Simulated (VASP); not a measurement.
# Ta2H (C222) in VASP: notebook

The runs below take Ta2H through relaxation of cell and atoms, with PBEsol, LDA.

All numbers are computed with VASP 6.6.1; they aren't measurements. Logs are shortened: lines on timing, memory, paths and dates and some standing lists are left out, and cuts for length are marked.

### 1 Starting point

Symmetry: C222, No. 21, orthorhombic system. Conventional cell: a = 3.441 Å, b = 4.743 Å, c = 4.759 Å, α = 90.00°, β = 90.00°, γ = 90.00°. Ta (site symmetry 2) has 2 H at 1.93 Å as nearest neighbours. H (site symmetry 222) has 4 Ta at 1.93 Å as nearest neighbours.

The cell comes from a database or a generator and needn't be the stable form of this composition.

### 2 Relaxation of cell and atoms, PBEsol

INCAR

```
SYSTEM = Ta2H
PREC = Accurate
ENCUT = 600
EDIFF = 1E-7
ISMEAR = 0
SIGMA = 0.1
LREAL = .FALSE.
LASPH = .TRUE.
NELM = 80
ALGO = Fast
ISIF = 3
LWAVE = .FALSE.
LCHARG = .FALSE.
GGA = PS
IBRION = 2
NSW = 90
EDIFFG = -0.005
```

KPOINTS

```
regular mesh
0
G
  16 16 10
  0 0 0
```

POSCAR

```
Ta2H
1.0
    1.7204951100     -2.3714690300      0.0000000000
    1.7204951100      2.3714690300      0.0000000000
    0.0000000000      0.0000000000      4.7585693900
Ta H
2 1
Direct
    0.0000000000      0.5000000000      0.2645697700
    0.5000000000      0.0000000000      0.7354302300
    0.0000000000      0.0000000000      0.0000000000
```

Potentials or basis: VASP PAW PBE potentials, release 64 (Ta_pv, H).

Started as:

```console
> cat potpaw_PBE.64/Ta_pv/POTCAR potpaw_PBE.64/H/POTCAR > POTCAR
> mpirun -np 1 vasp_std > vasp.out
```

OUTCAR:

```text
SYSTEM = Ta2H
   PREC = Accurate
   ENCUT = 600
   EDIFF = 1E-7
   ISMEAR = 0
   LREAL = .FALSE.
   LASPH = .TRUE.
   NELM = 80
   ISIF = 3
   GGA = PS
   IBRION = 2
   NSW = 90
   EDIFFG = -0.005

 ion  position               nearest neighbor table
   1  0.000  0.500  0.265-   3 1.93   3 1.93   2 2.82   2 2.82   2 3.05   2 3.05   2 3.26   2 3.26
                             2 3.46   2 3.46
   2  0.500  0.000  0.735-   3 1.93   3 1.93   1 2.82   1 2.82   1 3.05   1 3.05   1 3.26   1 3.26
                             1 3.46   1 3.46
   3  0.000  0.000  0.000-   1 1.93   2 1.93   1 1.93   2 1.93

  LATTYP: Found a base centered orthorhombic cell.
 ALAT       =     3.4409902200
 B/A-ratio  =     1.3783642954
 C/A-ratio  =     1.3829069790

  Lattice vectors:

 A1 = (   1.7204951100,  -2.3714690300,   0.0000000000)
 A2 = (   1.7204951100,   2.3714690300,   0.0000000000)
 A3 = (   0.0000000000,   0.0000000000,   4.7585693900)

Analysis of symmetry for initial positions (statically):
=====================================================================
 Subroutine PRICEL returns:
 Original cell was already a primitive cell.

 Routine SETGRP: Setting up the symmetry group for a
 base centered orthorhombic supercell.

 Subroutine GETGRP returns: Found  4 space group operations
 (whereof  4 operations were pure point group operations)
 out of a pool of  8 trial point group operations.

The static configuration has the point symmetry D_2 .

Analysis of symmetry for dynamics (positions and initial velocities):
=====================================================================
 Subroutine PRICEL returns:
 Original cell was already a primitive cell.

 Routine SETGRP: Setting up the symmetry group for a
 base centered orthorhombic supercell.

 Subroutine GETGRP returns: Found  4 space group operations
 (whereof  4 operations were pure point group operations)
 out of a pool of  8 trial point group operations.

The dynamic configuration has the point symmetry D_2 .

 Subroutine INISYM returns: Found  4 space group operations
 (whereof  4 operations are pure point group operations),
 and found     1 'primitive' translations

----------------------------------------------------------------------------------------

                                     Primitive cell

  volume of cell :      38.8309

  direct lattice vectors                    reciprocal lattice vectors
     1.720495110 -2.371469030  0.000000000     0.290614020 -0.210839776  0.000000000
     1.720495110  2.371469030  0.000000000     0.290614020  0.210839776  0.000000000
     0.000000000  0.000000000  4.758569390     0.000000000  0.000000000  0.210147193

  length of vectors
     2.929841085  2.929841085  4.758569390     0.359040276  0.359040276  0.210147193

  position of ions in fractional coordinates (direct lattice)
     0.000000000  0.500000000  0.264569770
     0.500000000  0.000000000  0.735430230
     0.000000000  0.000000000  0.000000000

  ion indices of the primitive-cell ions
   primitive index   ion index
                 1           1
                 2           2
                 3           3

----------------------------------------------------------------------------------------

 KPOINTS: regular mesh

Automatic generation of k-mesh.
 Grid dimensions read from file:
 generate k-points for:   16   16   10

 Generating k-lattice:

  Cartesian coordinates                     Fractional coordinates (reciprocal lattice)
     0.018163376 -0.013177486  0.000000000     0.062500000  0.000000000  0.000000000
     0.018163376  0.013177486  0.000000000     0.000000000  0.062500000  0.000000000
     0.000000000  0.000000000  0.021014719     0.000000000  0.000000000  0.100000000

  Length of vectors
     0.022440017  0.022440017  0.021014719

  Shift w.r.t. Gamma in fractional coordinates (k-lattice)
     0.000000000  0.000000000  0.000000000

 Subroutine IBZKPT returns following result:
 ===========================================

 Found    438 irreducible k-points:

 Following reciprocal coordinates:
            Coordinates               Weight
  0.000000  0.000000  0.000000      1.000000
  0.062500 -0.000000  0.000000      4.000000
  0.125000 -0.000000  0.000000      4.000000
  0.187500 -0.000000  0.000000      4.000000
  0.250000 -0.000000  0.000000      4.000000
  0.312500  0.000000  0.000000      4.000000
[... 16 lines left out ...]
 -0.125000  0.062500  0.000000      4.000000
 -0.062500  0.062500  0.000000      2.000000
 [... further k-points ...]
   k-points           NKPTS =    438   k-points in BZ     NKDIM =    438   number of bands    NBANDS=     15
   number of dos      NEDOS =    301   number of ions     NIONS =      3
   total plane-waves  NPLWV =  23040
   dimension x,y,z NGX =    24 NGY =   24 NGZ =   40
   dimension x,y,z NGXF=    48 NGYF=   48 NGZF=   80
   ions per type =               2   1
   NGX,Y,Z   is equivalent  to a cutoff of  13.62, 13.62, 13.97 a.u.
   NGXF,Y,Z  is equivalent  to a cutoff of  27.24, 27.24, 27.95 a.u.
 SYSTEM =  Ta2H
   PREC   = accura    normal or accurate (medium, high low for compatibility)
   ISTART =      0    job   : 0-new  1-cont  2-samecut
   ICHARG =      2    charge: 1-file 2-atom 10-const
   ISPIN  =      1    spin polarized calculation?
   LNONCOLLINEAR =      F non collinear calculations
   LSORBIT =      F    spin-orbit coupling
   LASPH  =      T    aspherical Exc in radial PAW
   ENCUT  =  600.0 eV  44.10 Ry    6.64 a.u.   5.85  5.85  9.50*2*pi/ulx,y,z
   NELM   =     80;   NELMIN=  2; NELMDL= -5     # of ELM steps
   EDIFF  = 0.1E-06   stopping-criterion for ELM
   LREAL  =      F    real-space projection
   EDIFFG = -.5E-02   stopping-criterion for IOM
   NSW    =     90    number of steps for IOM
   IBRION =      2    ionic relax: 0-MD 1-quasi-New 2-CG
   NFREE  =      1    steps in history (QN), initial steepest desc. (CG)
   ISIF   =      3    stress and relaxation
   ISYM   =      2    0-nonsym 1-usesym 2-fastsym
   POTIM  = 0.5000    time-step for ionic-motion
   TEBEG  =    0.0;   TEEND  =   0.0 temperature during run
   PSTRESS=    0.0 pullay stress
   NELECT =      23.0000    total number of electrons
   NUPDOWN=      -1.0000    fix difference up-down
   EMIN   =  10.00;   EMAX   =-10.00  energy-range for DOS
   EFERMI =   0.00;   METHOD = LEGACY
   ISMEAR =     0;   SIGMA  =   0.10  broadening in eV -4-tet -1-fermi 0-gaus
   EFERMI_NEDOS =   21; number of points for ismear=-14 and -15
   IALGO  =     68    algorithm
   IMIX   =      4    mixing-type and parameters
     AMIX     =   0.40;   BMIX     =  1.00
     AMIX_MAG =   1.60;   BMIX_MAG =  1.00
  volume/ion in A,a.u.               =      12.94        87.35
  Fermi-wavevector in a.u.,A,eV,Ry     =   1.374860  2.598108 25.718261  1.890239
  Thomas-Fermi vector in A             =   2.500248
   LORBIT       =      0    0 simple, 1 ext, 2 COOP (PROOUT), +10 PAW based schemes
   GGA     = PS    functional components
   LHFCALC =     F    Hartree Fock is set to
   AEXX    =    0.0000 exact exchange contribution
   IVDW    =     0    specifies the selected vdW correction
   LEPSILON=     F    determine dielectric tensor
   LRPA    =     F    only Hartree local field effects (RPA)
 conjugate gradient relaxation of ions
 non-spin polarized calculation
 RMM-DIIS sequential band-by-band and
 Gauss-broadening in eV      SIGMA  =   0.10
  energy-cutoff  :      600.00
  volume of cell :       38.83
 maximum number of plane-waves:      1320
   NGX = 11   NGY = 11   NGZ = 19

--------------------------------------- Ionic step        1  -------------------------------------------

 number of electron      23.0000002 magnetization

 Free energy of the ion-electron system (eV)
  ---------------------------------------------------
  ext. energy  EPLUGINS =         0.00000000
  ---------------------------------------------------
  free energy    TOTEN  =       -28.95271324 eV

  energy without entropy =      -28.94510560  energy(sigma->0) =      -28.94890942

------------------------ aborting loop because EDIFF is reached ----------------------------------------

  FORCE on cell =-STRESS in cart. coord.  units (eV):
  Direction    XX          YY          ZZ          XY          YZ          ZX
  --------------------------------------------------------------------------------------
  -------------------------------------------------------------------------------------
  Total       -1.3374810     -0.8652433     -0.7495126      0.0000000      0.0000000      0.0000000
  in kB      -55.1849834    -35.7002725    -30.9251779      0.0000000      0.0000000      0.0000000
  external PRESSURE =     -40.6034779 kB  Pullay stress =       0.0000000 kB
[... 207 lines left out ...]
  energy  without entropy=      -28.9595045247  energy(sigma->0) =      -28.96294027

--------------------------------------- Ionic step        7  -------------------------------------------

 number of electron      22.9999998 magnetization

 Free energy of the ion-electron system (eV)
  ---------------------------------------------------
  ext. energy  EPLUGINS =         0.00000000
  ---------------------------------------------------
  free energy    TOTEN  =       -28.96638679 eV

  energy without entropy =      -28.95950317  energy(sigma->0) =      -28.96294498

 E-fermi :   5.4287     XC(G=0): -12.7042

 val. band max:        5.4274186721   @ k =  -0.1875   0.0625   0.2000
 cond. band min:       5.4288669618   @ k =  -0.2500   0.1875   0.4000
 fundamental gap:      0.0014482897
 Fermi energy:         5.4286884530

 k-point     1 :       0.0000    0.0000    0.0000
  band No.  band energies     occupation
      1     -28.9872      2.00000
      2     -28.2397      2.00000
      3     -27.9320      2.00000
      4     -27.9301      2.00000
      5     -27.9041      2.00000
      6     -27.8689      2.00000
      7      -4.3572      2.00000
      8       0.8962      2.00000
      9       2.4015      2.00000
     10       4.8059      2.00000
     11       5.7316      0.00002
     12       5.7407      0.00001
     13       6.1712      0.00000
     14       8.6164      0.00000
     15       8.9191      0.00000
[... 397 lines left out ...]
 k-point    24 :      -0.0625    0.0625    0.0000
  band No.  band energies     occupation
      1     -28.9747      2.00000
      2     -28.2560      2.00000
      3     -27.9608      2.00000
      4     -27.9473      2.00000
      5     -27.9279      2.00000
      6     -27.8844      2.00000
      7      -4.2145      2.00000
      8       1.0507      2.00000
      9       2.4432      2.00000
     10       4.6881      2.00000
     11       5.6251      0.00547
     12       5.9011      0.00000
     13       6.0883      0.00000
     14       8.4572      0.00000
     15       8.6576      0.00000

 [... further k-points ...]
[... 5 lines left out ...]
  --------------------------------------------------------------------------------------
  -------------------------------------------------------------------------------------
  Total       -0.0078880      0.0054999     -0.0148664      0.0000000      0.0000000      0.0000000
  in kB       -0.3322371      0.2316489     -0.6261579      0.0000000      0.0000000      0.0000000
  external PRESSURE =      -0.2422487 kB  Pullay stress =       0.0000000 kB
[... 18 lines left out ...]
  FREE ENERGIE OF THE ION-ELECTRON SYSTEM (eV)
  ---------------------------------------------------
  free  energy   TOTEN  =       -28.9663867877 eV

  energy  without entropy=      -28.9595031689  energy(sigma->0) =      -28.96294498

 reached required accuracy - stopping structural energy minimisation
```

Wall time 11 min (1 thread of Intel Xeon Platinum 8488C (Sapphire Rapids), shared host); peak memory 0.42 GiB.

Results:

```yaml
Free_energy: -28.9664 eV
Relaxed_volume: 12.68 Å³/atom
Relaxed_cell: a = 2.906 Å, b = 2.906 Å, c = 4.762 Å, α = 90.00°, β = 90.00°, γ = 108.97°
Space_group_after_relaxing_to_0.05_Å: C222 (No. 21)
Energy_gained_by_relaxing: 4.6 meV/atom
Ionic_steps: 7
Pressure_after_relaxing: 0.0 GPa
Band_gap_on_the_k_mesh: none (metal or under the smearing width)
```

The path:
```
step  energy change (eV)  largest force (eV/Å)  pressure (GPa)  volume (Å³)
   1              0.0000                0.0317           -4.06        38.83
   2              0.0082                0.0755            6.49        37.02
   3             -0.0110                0.0122            0.25        38.04
   4             -0.0132                0.0116            0.11        38.03
   5             -0.0137                0.0111            0.01        38.03
   6             -0.0137                0.0111            0.02        38.03
   7             -0.0137                0.0014           -0.02        38.04
```

Final structure:
```cif
data_structure
_symmetry_space_group_name_H-M 'P 1'
_symmetry_Int_Tables_number 1
_cell_length_a 2.9064
_cell_length_b 2.9064
_cell_length_c 4.7618
_cell_angle_alpha 90.000
_cell_angle_beta 90.000
_cell_angle_gamma 108.973
_cell_volume 38.04
loop_
_atom_site_label
_atom_site_type_symbol
_atom_site_fract_x
_atom_site_fract_y
_atom_site_fract_z
_atom_site_occupancy
Ta1 Ta 0.00000 0.50000 0.26443 1
Ta2 Ta 0.50000 0.00000 0.73557 1
H1 H 0.00000 0.00000 0.00000 1
```

Caveat: the PAW data sets were made with another functional, which shifts forces and pressure a little. The run has no spin-orbit coupling, so splittings on Ta are missing.

### 3 Relaxation of cell and atoms, LDA

Changes to INCAR since step 2:

```diff
@@ -13,3 +13,2 @@
 LCHARG = .FALSE.
-GGA = PS
 IBRION = 2
```

KPOINTS is that of step 2.

POSCAR is that of step 2.

Potentials or basis: VASP PAW LDA potentials, release 64 (Ta_pv, H).

Started as:

```console
> cat potpaw_LDA.64/Ta_pv/POTCAR potpaw_LDA.64/H/POTCAR > POTCAR
> mpirun -np 1 vasp_std > vasp.out
```

Run time: 13 min. Hardware: 1 thread of Intel Xeon Platinum 8488C (Sapphire Rapids), shared host; peak memory 0.42 GiB.

It converged, with:

| Property | Result |
| --- | --- |
| Free energy | -29.7298 eV |
| Relaxed volume | 12.44 Å³/atom |
| Relaxed cell | a = 2.888 Å, b = 2.888 Å, c = 4.738 Å, α = 90.00°, β = 90.00°, γ = 109.11° |
| Space group after relaxing (to 0.05 Å) | C222 (No. 21) |
| Energy gained by relaxing | 14.3 meV/atom |
| Ionic steps | 11 |
| Pressure after relaxing | 0.0 GPa |
| Band gap on the k mesh | none (metal or under the smearing width) |

The path:
| step | energy change (eV) | largest force (eV/Å) | pressure (GPa) | volume (Å³) |
| --- | --- | --- | --- | --- |
| 1 | 0.0000 | 0.0988 | -7.97 | 38.83 |
| 2 | 0.0472 | 0.1625 | 14.39 | 35.32 |
| 3 | -0.0388 | 0.0088 | 0.06 | 37.38 |
| 4 | -0.0388 | 0.0064 | 0.23 | 37.35 |
| 5 | -0.0420 | 0.0141 | 0.15 | 37.33 |
| 6 | -0.0427 | 0.0299 | 0.11 | 37.32 |
| 7 | -0.0427 | 0.0293 | 0.11 | 37.32 |
| 8 | -0.0427 | 0.0061 | -0.20 | 37.37 |
| 9 | -0.0427 | 0.0075 | -0.09 | 37.35 |
| 10 | -0.0428 | 0.0082 | 0.04 | 37.33 |
| 11 | -0.0428 | 0.0013 | 0.00 | 37.33 |

Final structure:
```cif
data_structure
_symmetry_space_group_name_H-M 'P 1'
_symmetry_Int_Tables_number 1
_cell_length_a 2.8878
_cell_length_b 2.8878
_cell_length_c 4.7380
_cell_angle_alpha 90.000
_cell_angle_beta 90.000
_cell_angle_gamma 109.112
_cell_volume 37.33
loop_
_atom_site_label
_atom_site_type_symbol
_atom_site_fract_x
_atom_site_fract_y
_atom_site_fract_z
_atom_site_occupancy
Ta1 Ta 0.00000 0.50000 0.26484 1
Ta2 Ta 0.50000 0.00000 0.73516 1
H1 H 0.00000 0.00000 0.00000 1
```

Levels at points of the mesh, in eV from the Fermi level:
| k point | band 8 | band 9 | band 10 | band 11 | band 12 | band 13 | band 14 | band 15 |
| --- | --- | --- | --- | --- | --- | --- | --- | --- |
| (0.00, 0.00, 0.00) | -4.58 | -3.02 | -0.57 | 0.28 | 0.28 | 0.73 | 3.22 | 3.49 |
| (0.50, 0.00, 0.00) | -3.27 | -2.74 | -1.80 | -0.77 | -0.77 | 2.83 | 3.02 | 4.29 |
| (0.50, 0.50, 0.00) | -4.57 | -3.98 | -2.34 | 0.05 | 3.34 | 3.84 | 6.16 | 6.29 |
| (0.00, 0.00, 0.50) | -5.84 | -2.27 | -1.18 | -0.78 | 0.36 | 2.39 | 2.99 | 3.08 |
| (0.50, 0.00, 0.50) | -4.53 | -1.91 | -1.81 | -0.25 | 1.23 | 3.19 | 3.29 | 4.35 |
| (0.50, 0.50, 0.50) | -3.16 | -3.10 | -2.16 | 0.35 | 0.45 | 0.76 | 1.61 | 6.30 |
